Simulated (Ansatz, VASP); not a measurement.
## Ga: VASP beside Ansatz

The input INCAR:

```
SYSTEM = Ga
PREC = Accurate ; ENCUT = 520
EDIFF = 1E-6 ; ISMEAR = -1
SIGMA = 0.05 ; LREAL = .False.
LASPH = .True. ; NELM = 100
ALGO = Normal ; ISIF = 2
LWAVE = .False. ; LCHARG = .False.
GGA = PS ; NBANDS = 12
```

KPOINTS

```
regular mesh
0
Gamma
  16 16 16
  0 0 0
```

Contents of POSCAR:

```
Ga
1.0
   -1.6506684162      1.6506684162      1.6506684162
    1.6506684162     -1.6506684162      1.6506684162
    1.6506684162      1.6506684162     -1.6506684162
Ga
1
Direct
    0.0000000000      0.0000000000      0.0000000000
```

Input for Ansatz:

```yaml
crystal:
  lattice:
    - [-1.6506684162, 1.6506684162, 1.6506684162]
    - [1.6506684162, -1.6506684162, 1.6506684162]
    - [1.6506684162, 1.6506684162, -1.6506684162]
  atoms:
    - { symbol: Ga, position: [0.0, 0.0, 0.0] }
kpoints:
  mp_grid: { grid: [16, 16, 16] }
  band_path:
    path:
      - [0.0, 0.0, 0.0]
      - [0.5, -0.5, 0.5]
      - [0.0, 0.0, 0.5]
      - [0.0, 0.0, 0.0]
      - [0.25, 0.25, 0.25]
      - [0.5, -0.5, 0.5]
      - [0.25, 0.25, 0.25]
      - [0.0, 0.0, 0.5]
    npoints: 14
scf:
  occupations: { method: fermi_dirac, width: 0.05 }
hamiltonian:
  xc: pbesol
  pseudopotentials: { kind: all_electron, lapw: { basis_error: 0.001 } }
output:
  forces: true
  stress: true
  eigenvalues: true
  populations: true
  dos: { projected: true, de: 0.2, e_range: [-14, 8] }
```

This isn't the form of Ga at room conditions, which is orthorhombic.

Alike in both runs: task single point; functional PBEsol; k mesh 16 × 16 × 16; occupations fermi-dirac, width 0.05 eV; no spin polarisation.

|  | VASP | Ansatz |
| --- | --- | --- |
| version | VASP 6.6.1 | Ansatz 0.2.0 |
| potentials or method | VASP PAW PBE potentials, release 64 (Ga_d) | all-electron LAPW, scalar-relativistic |
| plane-wave cutoff (eV) | 520 | see its input |

|  | VASP | Ansatz | Ansatz less VASP |
| --- | --- | --- | --- |
| pressure (GPa) | 0.0 | 0.0 | 0.00 |

Ansatz ran all-electron here, so the differences hold the error of VASP's frozen core and of both bases.

Caveats: the PAW data sets were made with another functional, which shifts forces and pressure a little (VASP).
